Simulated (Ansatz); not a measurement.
Born–Oppenheimer molecular dynamics of a periodic cell of 15 atoms, BaTiO$_{3}$ (surface BaTiO3(001)). It goes on from the last frame of an earlier run, with new velocities.

Computed with DFT PBE-D3(BJ), scalar-relativistic, plane waves, PAW (Ansatz). Settings: PAW set soft_1, cutoff 420 eV, k mesh 2x2x1, fermi-dirac smearing 0.05 eV, no spin polarisation.

- ensemble: NVT, Langevin thermostat
- time step: 1 fs
- steps asked: 210
- set temperature: 600 K
- friction: 0.005 /fs
- atoms held: 1 to 5
- seed: 197921

Frames 5 fs apart, positions in Å, forces in eV/Å.

Velocities at 100.0 fs (Å/ps):

```
Ba 0.00 0.00 0.00
Ti 0.00 0.00 0.00
O 0.00 0.00 0.00
O 0.00 0.00 0.00
O 0.00 0.00 0.00
Ba 1.61 0.59 -1.57
Ti -3.40 -9.08 3.70
O -3.11 -8.90 5.95
O -9.04 -7.98 0.62
O -4.64 -3.98 7.75
Ba -0.01 0.60 1.11
Ti -1.45 5.51 4.62
O 6.19 2.49 2.30
O -7.02 3.62 -4.28
O 8.37 -5.39 1.67
```

```xyz
15
Lattice="5.6540 0.0000 0.0000 -2.8270 4.8965 0.0000 0.0000 0.0000 18.7059" Properties=species:S:1:pos:R:3:forces:R:3 time_fs=100.0 energy_less_start_eV=0.220 T=733
Ba 0.000 0.000 1.000 -0.09 -0.01 -1.30
Ti 0.000 3.264 2.070 -0.84 -0.02 -3.68
O 0.000 4.869 1.095 0.08 -1.66 1.40
O -1.390 2.462 1.095 1.34 0.72 1.34
O 1.390 2.462 1.095 -1.13 0.86 1.01
Ba 2.690 1.606 2.943 1.64 -0.14 0.41
Ti 0.013 -0.096 4.470 1.21 -0.48 -1.18
O 0.189 1.475 3.444 -0.84 -1.46 1.19
O 1.411 4.009 3.720 0.89 0.28 -0.89
O -1.282 3.865 3.630 -1.85 0.94 0.51
Ba 0.067 2.969 5.560 -0.44 0.65 0.34
Ti 2.861 1.304 6.574 -0.39 0.37 -0.49
O 2.704 2.904 5.918 0.11 0.07 0.55
O 1.392 0.395 6.094 0.67 0.46 0.13
O 4.368 0.744 5.824 -0.35 -0.57 0.67
15
Lattice="5.6540 0.0000 0.0000 -2.8270 4.8965 0.0000 0.0000 0.0000 18.7059" Properties=species:S:1:pos:R:3:forces:R:3 time_fs=105.0 energy_less_start_eV=0.119 T=861
Ba 0.000 0.000 1.000 -0.09 0.00 -1.23
Ti 0.000 3.264 2.070 -0.69 0.01 -3.51
O 0.000 4.869 1.095 0.04 -1.77 1.43
O -1.390 2.462 1.095 1.34 0.72 1.36
O 1.390 2.462 1.095 -1.25 0.87 1.05
Ba 2.700 1.608 2.934 1.40 -0.24 0.62
Ti -0.003 -0.143 4.488 1.10 -0.03 -1.19
O 0.175 1.421 3.482 -0.77 -1.11 0.79
O 1.373 3.968 3.722 0.99 0.32 -0.89
O -1.319 3.853 3.667 -1.52 0.64 0.10
Ba 0.066 2.974 5.565 -0.51 0.44 0.38
Ti 2.851 1.332 6.595 0.23 -0.94 -1.03
O 2.741 2.911 5.933 -0.05 0.38 0.39
O 1.375 0.415 6.079 1.27 0.78 0.48
O 4.398 0.713 5.846 -1.49 -0.07 1.25
15
Lattice="5.6540 0.0000 0.0000 -2.8270 4.8965 0.0000 0.0000 0.0000 18.7059" Properties=species:S:1:pos:R:3:forces:R:3 time_fs=110.0 energy_less_start_eV=-0.025 T=987
Ba 0.000 0.000 1.000 -0.10 0.00 -1.19
Ti 0.000 3.264 2.070 -0.46 0.08 -3.57
O 0.000 4.869 1.095 -0.01 -1.88 1.49
O -1.390 2.462 1.095 1.34 0.72 1.45
O 1.390 2.462 1.095 -1.40 0.87 1.16
Ba 2.712 1.606 2.929 1.13 -0.31 0.75
Ti -0.013 -0.190 4.502 0.66 0.24 -0.70
O 0.144 1.348 3.532 -0.59 -0.29 0.21
O 1.345 3.929 3.713 0.85 0.26 -0.83
O -1.380 3.847 3.705 -0.75 0.14 -0.36
Ba 0.067 2.981 5.571 -0.56 0.23 0.43
Ti 2.843 1.358 6.612 0.73 -1.72 -0.97
O 2.783 2.927 5.956 -0.24 0.70 0.21
O 1.379 0.444 6.078 1.31 0.79 0.54
O 4.408 0.685 5.891 -1.92 0.16 1.38
15
Lattice="5.6540 0.0000 0.0000 -2.8270 4.8965 0.0000 0.0000 0.0000 18.7059" Properties=species:S:1:pos:R:3:forces:R:3 time_fs=115.0 energy_less_start_eV=-0.148 T=1022
Ba 0.000 0.000 1.000 -0.12 0.00 -1.16
Ti 0.000 3.264 2.070 -0.18 0.15 -3.81
O 0.000 4.869 1.095 -0.07 -1.97 1.57
O -1.390 2.462 1.095 1.33 0.72 1.58
O 1.390 2.462 1.095 -1.54 0.86 1.27
Ba 2.726 1.606 2.925 0.89 -0.37 0.78
Ti -0.021 -0.234 4.513 -0.24 0.38 0.23
O 0.106 1.272 3.578 -0.36 0.84 -0.38
O 1.326 3.904 3.693 0.51 0.09 -0.67
O -1.455 3.834 3.749 0.51 -0.49 -0.99
Ba 0.067 2.988 5.578 -0.56 0.04 0.43
Ti 2.838 1.371 6.622 1.29 -1.30 -0.41
O 2.821 2.956 5.980 -0.40 0.70 0.21
O 1.406 0.490 6.092 0.53 0.30 0.22
O 4.384 0.666 5.949 -1.59 0.06 1.12
15
Lattice="5.6540 0.0000 0.0000 -2.8270 4.8965 0.0000 0.0000 0.0000 18.7059" Properties=species:S:1:pos:R:3:forces:R:3 time_fs=120.0 energy_less_start_eV=-0.094 T=1007
Ba 0.000 0.000 1.000 -0.13 0.00 -1.15
Ti 0.000 3.264 2.070 0.07 0.22 -4.08
O 0.000 4.869 1.095 -0.11 -2.02 1.63
O -1.390 2.462 1.095 1.30 0.71 1.68
O 1.390 2.462 1.095 -1.63 0.82 1.36
Ba 2.740 1.609 2.923 0.67 -0.45 0.72
Ti -0.026 -0.272 4.528 -1.31 0.35 1.18
O 0.068 1.208 3.618 -0.18 1.92 -0.81
O 1.315 3.884 3.664 0.24 -0.02 -0.34
O -1.518 3.820 3.776 1.80 -1.10 -1.57
Ba 0.066 2.997 5.586 -0.53 -0.12 0.39
Ti 2.838 1.374 6.627 1.53 0.27 0.69
O 2.848 2.995 6.010 -0.44 0.45 0.29
O 1.444 0.541 6.106 -0.97 -0.61 -0.39
O 4.326 0.644 6.022 -0.31 -0.41 0.39
15
Lattice="5.6540 0.0000 0.0000 -2.8270 4.8965 0.0000 0.0000 0.0000 18.7059" Properties=species:S:1:pos:R:3:forces:R:3 time_fs=125.0 energy_less_start_eV=0.085 T=839
Ba 0.000 0.000 1.000 -0.14 -0.01 -1.13
Ti 0.000 3.264 2.070 0.20 0.24 -4.26
O 0.000 4.869 1.095 -0.14 -2.04 1.63
O -1.390 2.462 1.095 1.25 0.66 1.70
O 1.390 2.462 1.095 -1.65 0.76 1.39
Ba 2.755 1.605 2.922 0.47 -0.51 0.63
Ti -0.038 -0.306 4.548 -1.62 0.35 1.16
O 0.032 1.175 3.651 -0.09 2.16 -0.78
O 1.305 3.860 3.623 0.25 0.06 0.24
O -1.559 3.789 3.781 2.22 -1.10 -1.64
Ba 0.062 3.009 5.596 -0.51 -0.24 0.27
Ti 2.843 1.377 6.635 1.05 2.09 1.90
O 2.864 3.037 6.043 -0.36 0.16 0.33
O 1.473 0.589 6.107 -2.39 -1.44 -0.96
O 4.258 0.604 6.095 1.48 -1.13 -0.49
15
Lattice="5.6540 0.0000 0.0000 -2.8270 4.8965 0.0000 0.0000 0.0000 18.7059" Properties=species:S:1:pos:R:3:forces:R:3 time_fs=130.0 energy_less_start_eV=0.074 T=895
Ba 0.000 0.000 1.000 -0.14 -0.03 -1.08
Ti 0.000 3.264 2.070 0.20 0.22 -4.29
O 0.000 4.869 1.095 -0.16 -2.02 1.57
O -1.390 2.462 1.095 1.18 0.60 1.60
O 1.390 2.462 1.095 -1.64 0.68 1.33
Ba 2.768 1.600 2.919 0.29 -0.55 0.60
Ti -0.054 -0.334 4.573 -1.00 0.59 -0.04
O -0.003 1.175 3.671 -0.05 1.38 -0.27
O 1.289 3.838 3.579 0.59 0.27 0.95
O -1.571 3.753 3.763 1.52 -0.46 -1.04
Ba 0.058 3.020 5.608 -0.55 -0.33 0.12
Ti 2.852 1.391 6.649 -0.10 2.41 1.90
O 2.872 3.085 6.085 -0.19 -0.30 0.31
O 1.471 0.621 6.098 -2.10 -1.22 -0.82
O 4.211 0.540 6.152 2.14 -1.24 -0.84
15
Lattice="5.6540 0.0000 0.0000 -2.8270 4.8965 0.0000 0.0000 0.0000 18.7059" Properties=species:S:1:pos:R:3:forces:R:3 time_fs=135.0 energy_less_start_eV=0.010 T=936
Ba 0.000 0.000 1.000 -0.12 -0.04 -1.00
Ti 0.000 3.264 2.070 0.07 0.17 -4.12
O 0.000 4.869 1.095 -0.16 -2.00 1.47
O -1.390 2.462 1.095 1.14 0.53 1.41
O 1.390 2.462 1.095 -1.58 0.61 1.24
Ba 2.781 1.592 2.916 0.13 -0.58 0.64
Ti -0.070 -0.359 4.600 -0.01 1.21 -1.61
O -0.039 1.199 3.679 0.02 0.19 0.35
O 1.283 3.826 3.550 0.93 0.42 1.49
O -1.556 3.718 3.723 0.41 0.38 -0.13
Ba 0.055 3.034 5.622 -0.64 -0.43 -0.04
Ti 2.865 1.420 6.669 -1.26 0.75 0.52
O 2.876 3.137 6.128 0.02 -0.97 0.28
O 1.429 0.629 6.082 -0.11 -0.01 0.03
O 4.194 0.458 6.194 1.14 -0.22 -0.53
15
Lattice="5.6540 0.0000 0.0000 -2.8270 4.8965 0.0000 0.0000 0.0000 18.7059" Properties=species:S:1:pos:R:3:forces:R:3 time_fs=140.0 energy_less_start_eV=0.300 T=826
Ba 0.000 0.000 1.000 -0.09 -0.04 -0.92
Ti 0.000 3.264 2.070 -0.09 0.11 -3.88
O 0.000 4.869 1.095 -0.13 -1.98 1.39
O -1.390 2.462 1.095 1.14 0.48 1.23
O 1.390 2.462 1.095 -1.51 0.56 1.18
Ba 2.794 1.584 2.915 -0.01 -0.60 0.69
Ti -0.084 -0.380 4.623 0.60 1.88 -2.65
O -0.080 1.229 3.685 0.17 -0.74 0.76
O 1.292 3.817 3.542 1.05 0.45 1.71
O -1.540 3.689 3.675 -0.31 0.99 0.65
Ba 0.051 3.046 5.638 -0.73 -0.54 -0.20
Ti 2.878 1.454 6.688 -1.65 -1.29 -0.62
O 2.879 3.175 6.176 0.22 -1.35 0.14
O 1.381 0.629 6.076 1.48 0.94 0.66
O 4.198 0.373 6.230 -0.15 1.13 -0.15
15
Lattice="5.6540 0.0000 0.0000 -2.8270 4.8965 0.0000 0.0000 0.0000 18.7059" Properties=species:S:1:pos:R:3:forces:R:3 time_fs=145.0 energy_less_start_eV=0.635 T=486
Ba 0.000 0.000 1.000 -0.05 -0.05 -0.87
Ti 0.000 3.264 2.070 -0.20 0.06 -3.72
O 0.000 4.869 1.095 -0.08 -1.99 1.37
O -1.390 2.462 1.095 1.20 0.48 1.14
O 1.390 2.462 1.095 -1.47 0.56 1.21
Ba 2.807 1.575 2.916 -0.10 -0.56 0.74
Ti -0.095 -0.394 4.638 0.86 2.33 -2.93
O -0.124 1.253 3.699 0.35 -1.16 0.90
O 1.316 3.814 3.561 0.82 0.32 1.57
O -1.530 3.683 3.638 -0.56 1.25 1.09
Ba 0.046 3.058 5.656 -0.80 -0.64 -0.27
Ti 2.886 1.479 6.703 -1.69 -2.57 -1.00
O 2.886 3.195 6.229 0.37 -1.33 -0.12
O 1.354 0.637 6.079 2.14 1.33 0.88
O 4.199 0.310 6.264 -0.78 1.98 0.01
15
Lattice="5.6540 0.0000 0.0000 -2.8270 4.8965 0.0000 0.0000 0.0000 18.7059" Properties=species:S:1:pos:R:3:forces:R:3 time_fs=150.0 energy_less_start_eV=0.634 T=553
Ba 0.000 0.000 1.000 -0.01 -0.05 -0.87
Ti 0.000 3.264 2.070 -0.30 -0.02 -3.77
O 0.000 4.869 1.095 -0.03 -2.03 1.44
O -1.390 2.462 1.095 1.32 0.52 1.19
O 1.390 2.462 1.095 -1.46 0.60 1.35
Ba 2.821 1.567 2.919 -0.17 -0.48 0.73
Ti -0.097 -0.399 4.639 1.07 2.55 -2.50
O -0.154 1.266 3.722 0.48 -1.19 0.86
O 1.357 3.816 3.605 0.22 0.03 1.04
O -1.529 3.695 3.613 -0.46 1.27 1.26
Ba 0.039 3.070 5.671 -0.79 -0.69 -0.23
Ti 2.886 1.492 6.712 -1.52 -2.97 -0.73
O 2.898 3.202 6.281 0.44 -0.88 -0.47
O 1.359 0.668 6.094 1.98 1.22 0.78
O 4.191 0.288 6.301 -0.77 2.14 -0.07
15
Lattice="5.6540 0.0000 0.0000 -2.8270 4.8965 0.0000 0.0000 0.0000 18.7059" Properties=species:S:1:pos:R:3:forces:R:3 time_fs=155.0 energy_less_start_eV=0.411 T=773
Ba 0.000 0.000 1.000 0.04 -0.05 -0.93
Ti 0.000 3.264 2.070 -0.39 -0.11 -3.99
O 0.000 4.869 1.095 0.03 -2.06 1.55
O -1.390 2.462 1.095 1.45 0.57 1.33
O 1.390 2.462 1.095 -1.46 0.65 1.58
Ba 2.833 1.558 2.926 -0.22 -0.35 0.64
Ti -0.087 -0.397 4.628 1.35 2.67 -1.43
O -0.179 1.268 3.757 0.56 -0.90 0.65
O 1.401 3.817 3.668 -0.71 -0.43 0.20
O -1.533 3.727 3.600 -0.12 1.07 1.18
Ba 0.030 3.083 5.687 -0.71 -0.70 -0.11
Ti 2.878 1.493 6.719 -0.99 -2.51 0.05
O 2.914 3.201 6.327 0.48 -0.16 -0.83
O 1.387 0.725 6.122 1.01 0.59 0.35
O 4.170 0.300 6.339 -0.30 1.72 -0.24
```

Of the whole run (210 fs, mean temperature of the second half 827 K): The mean temperature of the second half is 38 % above the set value. A run of 0.21 ps of so small a system gives no equilibrium averages. Limits of this set-up: coarse k mesh, thin slab, slab without dipole correction.

The run took 23 min on 1 thread of Intel(R) Xeon(R) Platinum 8488C (Sapphire Rapids), with other jobs on the host, peak memory 0.89 GiB.
